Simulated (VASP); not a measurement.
# SrO (Fm-3m) in VASP: notebook

The runs below take SrO through atomic charges, relaxation of cell and atoms, single point, with LDA, PBE+D2, PBE.

Everything below comes from runs of VASP 6.6.1. Logs are shortened: lines on timing, memory, paths and dates and some standing lists are left out, and cuts for length are marked.

## 1. Starting point

The structure is cubic, space group Fm-3m (No. 225). Conventional cell: a = 5.133 Å, b = 5.133 Å, c = 5.133 Å, α = 90.00°, β = 90.00°, γ = 90.00°. Sr (site symmetry m-3m) has 6 O at 2.57 Å as nearest neighbours. Around O (site symmetry m-3m) lie 6 Sr at 2.57 Å.

## 2. Atomic charges, LDA

Input file INCAR:

```
PREC     = Accurate       # precision mode
ENCUT    = 520            # plane-wave cutoff, eV
EDIFF    = 1E-6           # SCF threshold, eV
ISMEAR   = 0              # smearing method
SIGMA    = 0.01           # smearing width, eV
LREAL    = F              # projectors in reciprocal space
LASPH    = T              # aspherical terms in the spheres
NELM     = 80             # most SCF steps
ALGO     = Fast           # electronic algorithm
ISIF     = 2              # what is computed and relaxed
LWAVE    = F              # write WAVECAR
LCHARG   = F              # write CHGCAR
LORBIT   = 11             # projections on sites
```

Input file SrO.cif:

```cif
data_SrO
_cell_length_a 5.13260000
_cell_length_b 5.13260000
_cell_length_c 5.13260000
_cell_angle_alpha 90.00000000
_cell_angle_beta 90.00000000
_cell_angle_gamma 90.00000000
_space_group_name_H-M_alt 'Fm-3m'
_space_group_name_Hall '-F 4 2 3'
_space_group_IT_number 225
loop_
_space_group_symop_operation_xyz
'x,y,z'
'-x,-y,-z'
'-y,x,z'
'y,-x,-z'
'-x,-y,z'
'x,y,-z'
'y,-x,z'
'-y,x,-z'
'x,-y,-z'
'-x,y,z'
'-y,-x,-z'
'y,x,z'
'-x,y,-z'
'x,-y,z'
'y,x,-z'
'-y,-x,z'
'z,x,y'
'-z,-x,-y'
'z,-y,x'
'-z,y,-x'
'z,-x,-y'
'-z,x,y'
'z,y,-x'
'-z,-y,x'
'-z,x,-y'
'z,-x,y'
'-z,-y,-x'
'z,y,x'
'-z,-x,y'
'z,x,-y'
'-z,y,x'
'z,-y,-x'
'y,z,x'
'-y,-z,-x'
'x,z,-y'
'-x,-z,y'
'-y,z,-x'
'y,-z,x'
'-x,z,y'
'x,-z,-y'
'-y,-z,x'
'y,z,-x'
'-x,-z,-y'
'x,z,y'
'y,-z,-x'
'-y,z,x'
'x,-z,y'
'-x,z,-y'
'x,y+1/2,z+1/2'
'-x,-y+1/2,-z+1/2'
'-y,x+1/2,z+1/2'
'y,-x+1/2,-z+1/2'
[... 63 lines left out ...]
'-z+1/2,y,-x+1/2'
'z+1/2,-x,-y+1/2'
'-z+1/2,x,y+1/2'
'z+1/2,y,-x+1/2'
'-z+1/2,-y,x+1/2'
'-z+1/2,x,-y+1/2'
'z+1/2,-x,y+1/2'
'-z+1/2,-y,-x+1/2'
'z+1/2,y,x+1/2'
'-z+1/2,-x,y+1/2'
'z+1/2,x,-y+1/2'
'-z+1/2,y,x+1/2'
'z+1/2,-y,-x+1/2'
'y+1/2,z,x+1/2'
'-y+1/2,-z,-x+1/2'
'x+1/2,z,-y+1/2'
'-x+1/2,-z,y+1/2'
'-y+1/2,z,-x+1/2'
'y+1/2,-z,x+1/2'
'-x+1/2,z,y+1/2'
'x+1/2,-z,-y+1/2'
'-y+1/2,-z,x+1/2'
'y+1/2,z,-x+1/2'
'-x+1/2,-z,-y+1/2'
'x+1/2,z,y+1/2'
'y+1/2,-z,-x+1/2'
'-y+1/2,z,x+1/2'
'x+1/2,-z,y+1/2'
'-x+1/2,z,-y+1/2'
'x+1/2,y+1/2,z'
'-x+1/2,-y+1/2,-z'
'-y+1/2,x+1/2,z'
'y+1/2,-x+1/2,-z'
'-x+1/2,-y+1/2,z'
'x+1/2,y+1/2,-z'
'y+1/2,-x+1/2,z'
'-y+1/2,x+1/2,-z'
'x+1/2,-y+1/2,-z'
'-x+1/2,y+1/2,z'
'-y+1/2,-x+1/2,-z'
'y+1/2,x+1/2,z'
'-x+1/2,y+1/2,-z'
'x+1/2,-y+1/2,z'
'y+1/2,x+1/2,-z'
'-y+1/2,-x+1/2,z'
'z+1/2,x+1/2,y'
'-z+1/2,-x+1/2,-y'
'z+1/2,-y+1/2,x'
'-z+1/2,y+1/2,-x'
'z+1/2,-x+1/2,-y'
'-z+1/2,x+1/2,y'
'z+1/2,y+1/2,-x'
'-z+1/2,-y+1/2,x'
'-z+1/2,x+1/2,-y'
'z+1/2,-x+1/2,y'
'-z+1/2,-y+1/2,-x'
'z+1/2,y+1/2,x'
'-z+1/2,-x+1/2,y'
'z+1/2,x+1/2,-y'
'-z+1/2,y+1/2,x'
'z+1/2,-y+1/2,-x'
'y+1/2,z+1/2,x'
'-y+1/2,-z+1/2,-x'
'x+1/2,z+1/2,-y'
'-x+1/2,-z+1/2,y'
'-y+1/2,z+1/2,-x'
'y+1/2,-z+1/2,x'
'-x+1/2,z+1/2,y'
'x+1/2,-z+1/2,-y'
'-y+1/2,-z+1/2,x'
'y+1/2,z+1/2,-x'
'-x+1/2,-z+1/2,-y'
'x+1/2,z+1/2,y'
'y+1/2,-z+1/2,-x'
'-y+1/2,z+1/2,x'
'x+1/2,-z+1/2,y'
'-x+1/2,z+1/2,-y'
loop_
_atom_site_label
_atom_site_type_symbol
_atom_site_symmetry_multiplicity
_atom_site_Wyckoff_symbol
_atom_site_fract_x
_atom_site_fract_y
_atom_site_fract_z
_atom_site_occupancy
Sr1 Sr 4 b 0.5000000000 0.0000000000 0.0000000000 1
O1 O 4 a 0.0000000000 0.0000000000 0.0000000000 1
```

Input file KPOINTS:

```
Automatic mesh
0
Gamma
  5 5 5
```

Input file POSCAR:

```
Sr O 
 1.0000000000000000
     5.1326000000000001    0.0000000000000000    0.0000000000000000
     0.0000000000000000    5.1326000000000001    0.0000000000000000
     0.0000000000000000    0.0000000000000000    5.1326000000000001
 Sr  O  
   4   4
Cartesian
  2.5663000000000000  0.0000000000000000  0.0000000000000000
  0.0000000000000000  2.5663000000000000  0.0000000000000000
  0.0000000000000000  0.0000000000000000  2.5663000000000000
  2.5663000000000000  2.5663000000000000  2.5663000000000000
  0.0000000000000000  0.0000000000000000  0.0000000000000000
  0.0000000000000000  2.5663000000000000  2.5663000000000000
  2.5663000000000000  0.0000000000000000  2.5663000000000000
  2.5663000000000000  2.5663000000000000  0.0000000000000000
```

Potentials or basis: VASP PAW LDA potentials, release 64 (Sr_sv, O).

Run with:

```bash
$ ase convert -i cif -o vasp SrO.cif POSCAR
$ cat potpaw_LDA.64/Sr_sv/POTCAR potpaw_LDA.64/O/POTCAR > POTCAR
$ mpirun -np 1 vasp_std > vasp.out
```

OUTCAR:

```text
PREC = Accurate
   ENCUT = 520
   EDIFF = 1E-6
   ISMEAR = 0
   LREAL = F
   LASPH = T
   NELM = 80
   ISIF = 2
   LORBIT = 11

 ion  position               nearest neighbor table
   1  0.500  0.000  0.000-   5 2.57   7 2.57   8 2.57   7 2.57   8 2.57   5 2.57   3 3.63   4 3.63
                             2 3.63   2 3.63   4 3.63   3 3.63   4 3.63   2 3.63   3 3.63   4 3.63
   2  0.000  0.500  0.000-   5 2.57   6 2.57   8 2.57   6 2.57   5 2.57   8 2.57   3 3.63   4 3.63
                             1 3.63   1 3.63   3 3.63   3 3.63   3 3.63   1 3.63   4 3.63   4 3.63
   3  0.000  0.000  0.500-   5 2.57   6 2.57   7 2.57   5 2.57   6 2.57   7 2.57   1 3.63   2 3.63
                             1 3.63   2 3.63   4 3.63   2 3.63   2 3.63   1 3.63   4 3.63   4 3.63
   4  0.500  0.500  0.500-   6 2.57   7 2.57   8 2.57   8 2.57   7 2.57   6 2.57   1 3.63   2 3.63
                             1 3.63   1 3.63   3 3.63   2 3.63   1 3.63   2 3.63   3 3.63   3 3.63
   5  0.000  0.000  0.000-   1 2.57   2 2.57   3 2.57   3 2.57   2 2.57   1 2.57
   6  0.000  0.500  0.500-   2 2.57   3 2.57   4 2.57   2 2.57   3 2.57   4 2.57
   7  0.500  0.000  0.500-   1 2.57   3 2.57   4 2.57   1 2.57   4 2.57   3 2.57
   8  0.500  0.500  0.000-   1 2.57   2 2.57   4 2.57   4 2.57   1 2.57   2 2.57

  LATTYP: Found a simple cubic cell.
 ALAT       =     5.1326000000

  Lattice vectors:

 A1 = (   5.1326000000,   0.0000000000,   0.0000000000)
 A2 = (   0.0000000000,   5.1326000000,   0.0000000000)
 A3 = (   0.0000000000,   0.0000000000,   5.1326000000)

Analysis of symmetry for initial positions (statically):
=====================================================================
 Subroutine PRICEL returns following result:

  LATTYP: Found a face centered cubic cell.
 ALAT       =     5.1326000000

  Lattice vectors:

 A1 = (   2.5663000000,  -2.5663000000,   0.0000000000)
 A2 = (   2.5663000000,   0.0000000000,   2.5663000000)
 A3 = (   0.0000000000,  -2.5663000000,   2.5663000000)

   4 primitive cells build up your supercell.

 Routine SETGRP: Setting up the symmetry group for a
 simple cubic supercell.

 Subroutine GETGRP returns: Found 48 space group operations
 (whereof 48 operations were pure point group operations)
 out of a pool of 48 trial point group operations.

The static configuration has the point symmetry O_h .

Analysis of symmetry for dynamics (positions and initial velocities):
=====================================================================
 Subroutine PRICEL returns following result:

  LATTYP: Found a face centered cubic cell.
 ALAT       =     5.1326000000

  Lattice vectors:

 A1 = (   2.5663000000,  -2.5663000000,   0.0000000000)
 A2 = (   2.5663000000,   0.0000000000,   2.5663000000)
 A3 = (   0.0000000000,  -2.5663000000,   2.5663000000)

   4 primitive cells build up your supercell.

 Routine SETGRP: Setting up the symmetry group for a
 simple cubic supercell.

 Subroutine GETGRP returns: Found 48 space group operations
 (whereof 48 operations were pure point group operations)
 out of a pool of 48 trial point group operations.

The dynamic configuration has the point symmetry O_h .
[... 80 lines left out ...]
   LSORBIT =      F    spin-orbit coupling
   LASPH  =      T    aspherical Exc in radial PAW
   ENCUT  =  520.0 eV  38.22 Ry    6.18 a.u.   9.54  9.54  9.54*2*pi/ulx,y,z
   NELM   =     80;   NELMIN=  2; NELMDL= -5     # of ELM steps
   EDIFF  = 0.1E-05   stopping-criterion for ELM
   LREAL  =      F    real-space projection
   EDIFFG = 0.1E-04   stopping-criterion for IOM
   NSW    =      0    number of steps for IOM
   IBRION =     -1    ionic relax: 0-MD 1-quasi-New 2-CG
   NFREE  =      0    steps in history (QN), initial steepest desc. (CG)
   ISIF   =      2    stress and relaxation
   ISYM   =      2    0-nonsym 1-usesym 2-fastsym
   POTIM  = 0.5000    time-step for ionic-motion
   TEBEG  =    0.0;   TEEND  =   0.0 temperature during run
   PSTRESS=    0.0 pullay stress
   NELECT =      64.0000    total number of electrons
   NUPDOWN=      -1.0000    fix difference up-down
   EMIN   =  10.00;   EMAX   =-10.00  energy-range for DOS
   EFERMI =   0.00;   METHOD = LEGACY
   ISMEAR =     0;   SIGMA  =   0.01  broadening in eV -4-tet -1-fermi 0-gaus
   EFERMI_NEDOS =   21; number of points for ismear=-14 and -15
   IALGO  =     68    algorithm
   IMIX   =      4    mixing-type and parameters
     AMIX     =   0.40;   BMIX     =  1.00
     AMIX_MAG =   1.60;   BMIX_MAG =  1.00
  volume/ion in A,a.u.               =      16.90       114.06
  Fermi-wavevector in a.u.,A,eV,Ry     =   1.275843  2.410995 22.147245  1.627777
  Thomas-Fermi vector in A             =   2.408533
   LORBIT       =     11    0 simple, 1 ext, 2 COOP (PROOUT), +10 PAW based schemes
   GGA     = CA    functional components
   LHFCALC =     F    Hartree Fock is set to
   AEXX    =    0.0000 exact exchange contribution
   IVDW    =     0    specifies the selected vdW correction
   LEPSILON=     F    determine dielectric tensor
   LRPA    =     F    only Hartree local field effects (RPA)
 non-spin polarized calculation
 RMM-DIIS sequential band-by-band and
 Gauss-broadening in eV      SIGMA  =   0.01
  energy-cutoff  :      520.00
  volume of cell :      135.21
 maximum number of plane-waves:      3743
 NGX is ok and might be reduce to    40
   NGX = 19   NGY = 19   NGZ = 19

 number of electron      64.0000029 magnetization

 Free energy of the ion-electron system (eV)
  ---------------------------------------------------
  ext. energy  EPLUGINS =         0.00000000
  ---------------------------------------------------
  free energy    TOTEN  =       -53.51025134 eV

  energy without entropy =      -53.51025134  energy(sigma->0) =      -53.51025134

 E-fermi :   1.4476     XC(G=0): -10.5531

 val. band max:        1.3700118861   @ k =   0.0000   0.0000   0.0000
 cond. band min:       4.4652646200   @ k =   0.0000   0.0000   0.0000
 fundamental gap:      3.0952527339
 Fermi energy:         1.4476123702

 k-point     1 :       0.0000    0.0000    0.0000
  band No.  band energies     occupation
      1     -30.6960      2.00000
      2     -30.5041      2.00000
      3     -30.5041      2.00000
      4     -30.5041      2.00000
      5     -13.4415      2.00000
      6     -13.4415      2.00000
[... 399 lines left out ...]
     37       8.9242      0.00000
     38       8.9956      0.00000

------------------------ aborting loop because EDIFF is reached ----------------------------------------

  FORCE on cell =-STRESS in cart. coord.  units (eV):
  Direction    XX          YY          ZZ          XY          YZ          ZX
  --------------------------------------------------------------------------------------
  -------------------------------------------------------------------------------------
  Total       -2.6423628     -2.6423628     -2.6423628      0.0000000     -0.0000000      0.0000000
  in kB      -31.3105553    -31.3105553    -31.3105553      0.0000000     -0.0000000      0.0000000
  external PRESSURE =     -31.3105553 kB  Pullay stress =       0.0000000 kB

 VOLUME and BASIS-vectors are now :
 -----------------------------------------------------------------------------
  energy-cutoff  :      520.00
  volume of cell :      135.21
      direct lattice vectors                 reciprocal lattice vectors
     5.132600000  0.000000000  0.000000000     0.194833028  0.000000000  0.000000000
     0.000000000  5.132600000  0.000000000     0.000000000  0.194833028  0.000000000
     0.000000000  0.000000000  5.132600000     0.000000000  0.000000000  0.194833028

 POSITION                                       TOTAL-FORCE (eV/Angst)
 -----------------------------------------------------------------------------------
      2.56630      0.00000      0.00000         0.000000     -0.000000     -0.000000
      0.00000      2.56630      0.00000        -0.000000      0.000000     -0.000000
      0.00000      0.00000      2.56630         0.000000      0.000000      0.000000
      2.56630      2.56630      2.56630        -0.000000     -0.000000      0.000000
      0.00000      0.00000      0.00000         0.000000     -0.000000     -0.000000
      0.00000      2.56630      2.56630         0.000000      0.000000      0.000000
      2.56630      0.00000      2.56630        -0.000000      0.000000      0.000000
      2.56630      2.56630      0.00000        -0.000000     -0.000000     -0.000000
 -----------------------------------------------------------------------------------
    total drift:                                0.000000      0.000000     -0.000000

  FREE ENERGIE OF THE ION-ELECTRON SYSTEM (eV)
  ---------------------------------------------------
  free  energy   TOTEN  =       -53.5102513371 eV

  energy  without entropy=      -53.5102513371  energy(sigma->0) =      -53.51025134

 total charge

# of ion       s       p       d       tot
------------------------------------------
    1        2.017   5.807   0.265   8.090
    2        2.017   5.807   0.265   8.090
    3        2.017   5.807   0.265   8.090
    4        2.017   5.807   0.265   8.090
    5        1.541   3.400   0.000   4.941
    6        1.541   3.400   0.000   4.941
    7        1.541   3.400   0.000   4.941
    8        1.541   3.400   0.000   4.941
--------------------------------------------------
tot         14.235  36.829   1.062  52.125
```

Run time: 59 s. Hardware: 1 thread of AMD EPYC 9R45 (Zen 5), shared host; peak memory 0.18 GiB.

Results:

```
Free energy                                           : -53.5103 eV
Pressure                                              : -3.1 GPa
Band gap on the k mesh                                : 3.10 eV
Valence electrons inside the program's atomic spheres : Sr 8.09; O 4.94
```

Caveat: an odd mesh through Γ misses points on the zone boundary, where band edges often lie.

## 3. Relaxation of cell and atoms, PBE+D2

Input file run.py:

```python
from ase.calculators.vasp import Vasp
from ase.filters import FrechetCellFilter
from ase.optimize import LBFGS
from ase.spacegroup import crystal

atoms = crystal(
    ['Sr', 'O'],
    basis=[[0.5, 0.0, 0.0], [0.0, 0.0, 0.0]],
    spacegroup=225,
    setting=1,
    cellpar=[5.1326, 5.1326, 5.1326, 90.0, 90.0, 90.0],
    primitive_cell=True,
)
calc = Vasp(
    directory='calc',
    xc='pbe',
    pp='PBE',
    setups='recommended',
    prec='Accurate',
    encut=600,
    ediff=1e-07,
    ismear=-5,
    sigma=0.05,
    lreal=False,
    lasph=True,
    nelm=80,
    algo='Fast',
    isif=2,
    lwave=False,
    lcharg=False,
    ivdw=1,
    kpts=[9, 9, 9],
    gamma=True,
)
atoms.calc = calc
opt = LBFGS(FrechetCellFilter(atoms), trajectory='relax.traj')
converged = opt.run(fmax=0.005, steps=40)
print('converged:', converged)

print('energy (eV):', atoms.get_potential_energy())
print('free energy (eV):', atoms.get_potential_energy(force_consistent=True))
print('forces (eV/A):')
print(atoms.get_forces())
print('stress (eV/A^3, Voigt):', atoms.get_stress())
print('Fermi level (eV):', calc.get_fermi_level())
print('cell (A, degrees):', atoms.cell.cellpar())
print('volume (A^3):', atoms.get_volume())
print('scaled positions:')
print(atoms.get_scaled_positions())
```

Potentials or basis: VASP PAW PBE potentials, release 64 (Sr_sv, O).

Run with:

```bash
$ python run.py
```

Wall time 73 s (1 thread of AMD EPYC 9R45 (Zen 5), shared host); peak memory 0.14 GiB.

Results (log left out):

- Free energy: -12.7421 eV
- Relaxed volume: 16.82 Å³/atom
- Relaxed cell: a = 3.624 Å, b = 3.624 Å, c = 3.624 Å, α = 60.00°, β = 60.00°, γ = 60.00°
- Space group after relaxing (to 0.05 Å): Fm-3m (No. 225)
- Energy gained by relaxing: 0.0 meV/atom
- Ionic steps: 3
- Pressure after relaxing: 0.0 GPa
- Band gap on the k mesh: 3.32 eV, indirect (least direct gap 3.41 eV)
- Dispersion energy per atom: -0.354 eV

Final structure:
```cif
data_structure
_symmetry_space_group_name_H-M 'P 1'
_symmetry_Int_Tables_number 1
_cell_length_a 3.6236
_cell_length_b 3.6236
_cell_length_c 3.6236
_cell_angle_alpha 60.000
_cell_angle_beta 60.000
_cell_angle_gamma 60.000
_cell_volume 33.64
loop_
_atom_site_label
_atom_site_type_symbol
_atom_site_fract_x
_atom_site_fract_y
_atom_site_fract_z
_atom_site_occupancy
Sr1 Sr 0.50000 0.50000 0.50000 1
O1 O 0.00000 0.00000 0.00000 1
```

Levels at points of the mesh, in eV from the valence-band top:
| k point | band 4 | band 5 | band 6 | band 7 | band 8 | band 9 | band 10 | band 11 | band 12 |
| --- | --- | --- | --- | --- | --- | --- | --- | --- | --- |
| (0.00, 0.00, 0.00) | -13.98 | -13.98 | 0.00 | 0.00 | 0.00 | 4.06 | 6.23 | 6.23 | 6.23 |

Caveat: an odd mesh through Γ misses points on the zone boundary, where band edges often lie.

[end of part 1 of 2]
